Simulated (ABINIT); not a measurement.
# Fe (Im-3m) in ABINIT: Hund's J by linear response with PBE+U

Aim: the Hund's J by linear response of Fe with PBE+U.

All numbers are computed with ABINIT 10.8.3 (patched build); they aren't measurements. Logs are shortened: lines on timing, memory, paths and dates and some standing lists are left out, and cuts for length are marked. The log counts tension as positive stress, the text compression.

## (1) The crystal as given

Symmetry: Im-3m, No. 229, cubic system. Conventional cell: a = 2.886 Å, b = 2.886 Å, c = 2.886 Å, α = 90.00°, β = 90.00°, γ = 90.00°. Fe (site symmetry m-3m) is surrounded by 8 Fe at 2.50 Å.

## (2) Hund's J by linear response, PBE+U, collinear spin, ferromagnetic start

The input, run.abi:

```
ndtset 4

pp_dirpath "./"
pseudos "Fe.GGA_PBE-JTH.xml"

acell 3*1.0
rprim
    -2.7268747978     2.7268747978     2.7268747978
     2.7268747978    -2.7268747978     2.7268747978
     2.7268747978     2.7268747978    -2.7268747978
ntypat 1
znucl 26
natom 1
typat 1
xred
            0.0            0.0            0.0

ecut 598.650497 eV
pawecutdg 44.0
pawxcdev 0

kptopt 2
ngkpt 6 6 6
nshiftk 1
shiftk 0.0 0.0 0.0

ixc 11

nband 13
occopt 7
tsmear 0.00367493

nsppol 2
spinat
     0.0000000000     0.0000000000     3.0000000000
nsym 1

usepawu 1
lpawu 2
upawu 0.0 eV
jpawu 0.0 eV
dmatpuopt 1

nstep 120
tolvrs 1.0e-9

prteig 0
prtebands 0
prtden 0
prtwf 0

irdwfk 1
macro_uj 4
pawujat 1
pawujv1 -0.15 eV
pawujv2 -0.05 eV
pawujv3 0.05 eV
pawujv4 0.15 eV
```

The input, gs.abi:

```
pp_dirpath "./"
pseudos "Fe.GGA_PBE-JTH.xml"

acell 3*1.0
rprim
    -2.7268747978     2.7268747978     2.7268747978
     2.7268747978    -2.7268747978     2.7268747978
     2.7268747978     2.7268747978    -2.7268747978
ntypat 1
znucl 26
natom 1
typat 1
xred
            0.0            0.0            0.0

ecut 598.650497 eV
pawecutdg 44.0
pawxcdev 0

kptopt 2
ngkpt 6 6 6
nshiftk 1
shiftk 0.0 0.0 0.0

ixc 11

nband 13
occopt 7
tsmear 0.00367493

nsppol 2
spinat
     0.0000000000     0.0000000000     3.0000000000
nsym 1

usepawu 1
lpawu 2
upawu 0.0 eV
jpawu 0.0 eV
dmatpuopt 1

nstep 120
tolvrs 1.0e-9

prteig 0
prtebands 0
prtden 0
```

Potentials or basis: JTH PAW PBE v2.0.

Command:

```console
> abinit gs.abi > log 2>&1
> ln -s gso_WFK runi_DS1_WFK
> ln -s gso_WFK runi_DS2_WFK
> ln -s gso_WFK runi_DS3_WFK
> ln -s gso_WFK runi_DS4_WFK
> abinit run.abi > log 2>&1
> lruj runo_DS1_LRUJ.nc runo_DS2_LRUJ.nc runo_DS3_LRUJ.nc runo_DS4_LRUJ.nc > lruj.log 2>&1
```

run.abo:

```text
.Version 10.8.3 of ABINIT
 DATASET    1 : space group P1 (#  1); Bravais aP (primitive triclinic)
================================================================================
 Values of the parameters that define the memory need for DATASET  1.
     intxc =       0    ionmov =       0      iscf =      17    lmnmax =      18
     lnmax =       6     mgfft =      20  mpssoang =       3    mqgrid =    3001
     natom =       1  nloc_mem =       2    nspden =       2   nspinor =       1
    nsppol =       2      nsym =       1    n1xccc =       1    ntypat =       1
    occopt =       7   xclevel =       2
       mpw =         414          nfft =        8000          nkpt =         112
 PAW method is used; the additional fine FFT grid is defined by:
   mgfftf=        30    nfftf =     27000
================================================================================
================================================================================
[... 29 lines left out ...]
 DATASET    4 : space group P1 (#  1); Bravais aP (primitive triclinic)
================================================================================
 Values of the parameters that define the memory need for DATASET  4.
     intxc =       0    ionmov =       0      iscf =      17    lmnmax =      18
     lnmax =       6     mgfft =      20  mpssoang =       3    mqgrid =    3001
     natom =       1  nloc_mem =       2    nspden =       2   nspinor =       1
    nsppol =       2      nsym =       1    n1xccc =       1    ntypat =       1
    occopt =       7   xclevel =       2
       mpw =         414          nfft =        8000          nkpt =         112
 PAW method is used; the additional fine FFT grid is defined by:
   mgfftf=        30    nfftf =     27000
================================================================================
================================================================================

--------------------------------------------------------------------------------
------------- Echo of variables that govern the present computation ------------
--------------------------------------------------------------------------------
 -outvars: echo values of preprocessed input variables --------
            acell      1.0000000000E+00  1.0000000000E+00  1.0000000000E+00 Bohr
              amu      5.58470000E+01
         atvshift1      -0.00551   -0.00551   -0.00551   -0.00551   -0.00551
                         0.00551    0.00551    0.00551    0.00551    0.00551
         atvshift2      -0.00184   -0.00184   -0.00184   -0.00184   -0.00184
                         0.00184    0.00184    0.00184    0.00184    0.00184
         atvshift3       0.00184    0.00184    0.00184    0.00184    0.00184
                        -0.00184   -0.00184   -0.00184   -0.00184   -0.00184
         atvshift4       0.00551    0.00551    0.00551    0.00551    0.00551
                        -0.00551   -0.00551   -0.00551   -0.00551   -0.00551
           diemix      4.50000000E-01
        dmatpuopt           1
             ecut      2.20000000E+01 Hartree
           irdwfk           1
                       outvar_i_n : Printing only first  50 k-points.
              ixc          11
           jdtset        1    2    3    4
                       outvar_i_n : Printing only first  50 k-points.
           kptopt           2
         kptrlatt        6    0    0      0    6    0      0    0    6
          kptrlen      2.83385142E+01
            lpawu           2
         macro_uj        4
            natom           1
            nband          13
        natvshift        5
           ndtset           4
            ngfft          20      20      20
          ngfftdg          30      30      30
             nkpt         112
           nspden           2
           nsppol           2
            nstep         120
             nsym           1
           ntypat           1
                       prtocc : prtvol=0, do not print more k-points.
                       1.000000  1.000000  1.000000  1.000000  1.000000  1.000000
                       1.000000  1.000000  0.000000  0.000000  0.000000  0.000000
                       0.000000
                       1.000000  1.000000  1.000000  1.000000  1.000000  1.000000
                       1.000000  1.000000  0.000000  0.000000  0.000000  0.000000
                       0.000000
                       1.000000  1.000000  1.000000  1.000000  1.000000  1.000000
                       1.000000  1.000000  0.000000  0.000000  0.000000  0.000000
                       0.000000
                       1.000000  1.000000  1.000000  1.000000  1.000000  1.000000
                       1.000000  1.000000  0.000000  0.000000  0.000000  0.000000
                       0.000000
                       1.000000  1.000000  1.000000  1.000000  1.000000  1.000000
                       1.000000  1.000000  0.000000  0.000000  0.000000  0.000000
                       0.000000
                       1.000000  1.000000  1.000000  1.000000  1.000000  1.000000
                       1.000000  1.000000  0.000000  0.000000  0.000000  0.000000
                       0.000000
                       1.000000  1.000000  1.000000  1.000000  1.000000  1.000000
                       1.000000  1.000000  0.000000  0.000000  0.000000  0.000000
                       0.000000
                       1.000000  1.000000  1.000000  1.000000  1.000000  1.000000
[... 110 lines left out ...]
                       1.000000  1.000000  1.000000  1.000000  1.000000  1.000000
                       1.000000  1.000000  0.000000  0.000000  0.000000  0.000000
                       0.000000
                       1.000000  1.000000  1.000000  1.000000  1.000000  1.000000
                       1.000000  1.000000  0.000000  0.000000  0.000000  0.000000
                       0.000000
                       1.000000  1.000000  1.000000  1.000000  1.000000  1.000000
                       1.000000  1.000000  0.000000  0.000000  0.000000  0.000000
                       0.000000
                       1.000000  1.000000  1.000000  1.000000  1.000000  1.000000
                       1.000000  1.000000  0.000000  0.000000  0.000000  0.000000
                       0.000000
                       1.000000  1.000000  1.000000  1.000000  1.000000  1.000000
                       1.000000  1.000000  0.000000  0.000000  0.000000  0.000000
                       0.000000
                       1.000000  1.000000  1.000000  1.000000  1.000000  1.000000
                       1.000000  1.000000  0.000000  0.000000  0.000000  0.000000
                       0.000000
                       prtocc : prtvol=0, do not print more k-points.
           occopt           7
        pawecutdg      4.40000000E+01 Hartree
           pawujv1    -5.5123983263E-03 Hartree
           pawujv2    -1.8374661088E-03 Hartree
           pawujv3     1.8374661088E-03 Hartree
           pawujv4     5.5123983263E-03 Hartree
         pawxcdev           0
           prtden           0
        prtebands           0
           prteig           0
            prtwf           0
            rprim     -2.7268747978E+00  2.7268747978E+00  2.7268747978E+00
                       2.7268747978E+00 -2.7268747978E+00  2.7268747978E+00
                       2.7268747978E+00  2.7268747978E+00 -2.7268747978E+00
          spgroup           1
           spinat      0.0000000000E+00  0.0000000000E+00  3.0000000000E+00
           tolvrs      1.00000000E-09
           tsmear      3.67493000E-03 Hartree
            typat      1
          usepawu           1
           useylm           1
                       outvars : Printing only first  50 k-points.
            znucl       26.00000

================================================================================

 chkinp: Checking input parameters for consistency, jdtset=   1.

 chkinp: Checking input parameters for consistency, jdtset=   2.

 chkinp: Checking input parameters for consistency, jdtset=   3.

 chkinp: Checking input parameters for consistency, jdtset=   4.
[... 25 lines left out ...]
 getcut: wavevector=  0.0000  0.0000  0.0000  ngfft=  20  20  20
         ecut(hartree)=     22.000   => boxcut(ratio)=   2.01053

 Fine grid specifications (used for densities):

 getcut: wavevector=  0.0000  0.0000  0.0000  ngfft=  30  30  30
         ecut(hartree)=     44.000   => boxcut(ratio)=   2.12718

--- Pseudopotential description ------------------------------------------------
- pspini: atom type   1  psp file is ./Fe.GGA_PBE-JTH.xml
 Pseudopotential format is: paw10
 basis_size (lnmax)=  6 (lmn_size= 18), orbitals=   0   0   1   1   2   2
 Spheres core radius: rc_sph= 2.11531574
 Shapefunction is SIN type: shapef(r)=[sin(pi*r/rshp)/(pi*r/rshp)]**2
 Radius for shape functions =  1.80687083
 Compensation charge density is not taken into account in XC energy/potential

   4.97280188E+02                                ecore*ucvol(ha*bohr**3)
--------------------------------------------------------------------------------

-inwffil : will read wavefunctions from disk file runi_DS1_WFK

 ******************************************
 DFT+U Method used: FLL
 ******************************************

================================================================================

--- !BeginCycle
iteration_state: {dtset: 1, }
solver: {iscf: 17, nstep: 120, nline: 4, wfoptalg: 10, }
tolerances: {tolvrs: 1.00E-09, }
...
[... 967 lines left out ...]
 Cartesian components of stress tensor (hartree/bohr^3)
  sigma(1 1)=  4.74017673E-04  sigma(3 2)= -8.18870834E-14
  sigma(2 2)=  4.74017600E-04  sigma(3 1)= -6.61647250E-13
  sigma(3 3)=  4.74017592E-04  sigma(2 1)= -9.47162979E-14

-Cartesian components of stress tensor (GPa)         [Pressure= -1.3946E+01 GPa]
- sigma(1 1)=  1.39460814E+01  sigma(3 2)= -2.40920117E-09
- sigma(2 2)=  1.39460793E+01  sigma(3 1)= -1.94663342E-08
- sigma(3 3)=  1.39460791E+01  sigma(2 1)= -2.78664969E-09

== END DATASET(S) ==============================================================
================================================================================

 -outvars: echo values of variables after computation  --------
            acell      1.0000000000E+00  1.0000000000E+00  1.0000000000E+00 Bohr
           etotal1    -1.2445321913E+02
           etotal2    -1.2444561176E+02
           etotal3    -1.2443819909E+02
           etotal4    -1.2443086941E+02
            fcart1     0.0000000000E+00  0.0000000000E+00  0.0000000000E+00
            fcart2     0.0000000000E+00  0.0000000000E+00  0.0000000000E+00
            fcart3     0.0000000000E+00  0.0000000000E+00  0.0000000000E+00
            fcart4     0.0000000000E+00  0.0000000000E+00  0.0000000000E+00
            rprim     -2.7268747978E+00  2.7268747978E+00  2.7268747978E+00
                       2.7268747978E+00 -2.7268747978E+00  2.7268747978E+00
                       2.7268747978E+00  2.7268747978E+00 -2.7268747978E+00
           strten1     3.5475309800E-04  3.5475316711E-04  3.5475303300E-04
                       7.3610585606E-12 -9.2392457218E-12 -4.8036919283E-12
           strten2     4.4744992934E-04  4.4744994667E-04  4.4744994447E-04
                       1.5582341584E-11 -5.9496627746E-12  1.0937592863E-11
           strten3     4.5926217635E-04  4.5926219934E-04  4.5926212760E-04
                       1.6482045236E-11 -2.2447089186E-11  8.0491728747E-12
           strten4     4.7401767298E-04  4.7401759988E-04  4.7401759241E-04
                      -8.1887083404E-14 -6.6164724978E-13 -9.4716297947E-14
 Calculation completed.
```

It took 2.1 min on 1 thread of Arm Neoverse V1, shared host; peak memory 0.12 GiB.

Results:

```yaml
Free_energy: -3386.2365 eV
Band_gap_on_the_k_mesh: none (metal or under the smearing width)
Net_moment: 2.22 μB per cell
Site_moments: Fe +2.29 μB
Hund's_J_from_linear_response: 2.03 eV
```

Eigenvalues of the final occupation matrices:
```
  site  spin  trace               eigenvalues
atom 1     1   3.52  0.68 0.68 0.68 0.73 0.73
atom 1     2   1.50  0.20 0.20 0.37 0.37 0.37
```

Caveat: the k mesh is coarse (spacing up to 0.51 Å⁻¹), so the values aren't converged; the shifted atom has its images in every cell, so this scalar value isn't converged in cell size and belongs to these projectors alone; the cutoff is too short for stress, so the log's stress isn't used; the U is typed as a test and isn't derived for this compound. The state reached can hang on the start; a lower one may exist.
